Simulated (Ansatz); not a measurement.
## Polymorphs of In₅Sb

Theory: DFT PBE, scalar-relativistic, plane waves, PAW in Ansatz 0.2.0. All cells share a 420 eV cutoff and Γ-centred k meshes spaced at most about 0.3 Å⁻¹ (about 0.25 or finer for metals, 2π included). No spin polarisation.

Formation energies are uncorrected and refer to the elements' standard structures at the same level.

These are static total energies at zero pressure. The comparison covers the computed candidates alone. Spin–orbit coupling, which can matter for Sb, is left out.

Invented guesses were relaxed alike, and ends that match in structure were merged. ΔE counts from the first row. Coordination counts In atoms around Sb (those within 1.25 times the shortest such distance or 1.15 times the sum of covalent radii; a plus sign parts nearer from farther groups; the shortest distance is added where it is long for a bond). The ends were matched against large subsets of the Crystallography Open Database and the Materials Project, so a missing match doesn't prove that a structure is unreported.

```json
{"#": "1", "reached from": "Mg5Zn type (P-62m)", "type and space group": "P-62m (No. 189)", "atoms": "6", "Å³/atom": "27.8", "coordination": "Sb 12 from 3.4 Å", "ΔE (meV/atom)": "0", "gap on mesh (eV)": "0.00", "in databases": "no match", "checks": "unstable against strain, though with no imaginary mode at Γ (other wave vectors untested)"}
{"#": "2", "reached from": "random cell", "type and space group": "F-43m (No. 216)", "atoms": "6", "Å³/atom": "29.1", "coordination": "Sb 16 from 3.7 Å", "ΔE (meV/atom)": "121", "gap on mesh (eV)": "0.00", "in databases": "no match", "checks": "-"}
{"#": "3", "reached from": "HoCo5 type (P6/mmm)", "type and space group": "CaCu5, P6/mmm (No. 191)", "atoms": "6", "Å³/atom": "30.1", "coordination": "Sb 6+12 from 3.5 Å", "ΔE (meV/atom)": "171", "gap on mesh (eV)": "0.00", "in databases": "no match", "checks": "-"}
```

The lowest: Space group P-62m (No. 189), hexagonal, a = 5.890 Å, c = 5.557 Å. Around In on a site of symmetry m2m lie 10 In at 3.38–3.41 Å and 2 Sb at 3.40 Å; In on a site of symmetry -6 is surrounded by 9 In at 3.40–3.41 Å and 3 Sb at 3.40 Å; Sb has 12 In at 3.40 Å. Its energy over the elements is +0.02 eV/atom. The formation energy is too near zero to say whether this cell lies below the elements. An observed structure of this formula, if there is one, may be missing.

```
In Sb
1.0
     5.89037    0.00000    0.00000
    -2.94519    5.10121    0.00000
     0.00000    0.00000    5.55678
In Sb
5 1
Direct
  0.00000 0.66857 0.50000
  0.66857 0.00000 0.50000
  0.33143 0.33143 0.50000
  0.66667 0.33333 0.00000
  0.33333 0.66667 0.00000
  0.00000 0.00000 0.00000
```

The second: Space group F-43m (No. 216), cubic, a = 8.874 Å. In on a site of symmetry -43m is surrounded by 12 In at 3.68 Å and 4 Sb at 3.84 Å; around In on a site of symmetry 3m lie 6 In at 3.13–3.14 Å, 3 Sb at 3.68 Å and 3 In at 3.68 Å; around Sb lie 16 In at 3.68–3.84 Å. Counting In atoms around Sb, the first has Sb 12 from 3.4 Å and the second has Sb 16 from 3.7 Å. Cells relaxed within their symmetry can be saddle points. Some structure types and database cells were kept out of the candidates from the start, so a known form may be missing.
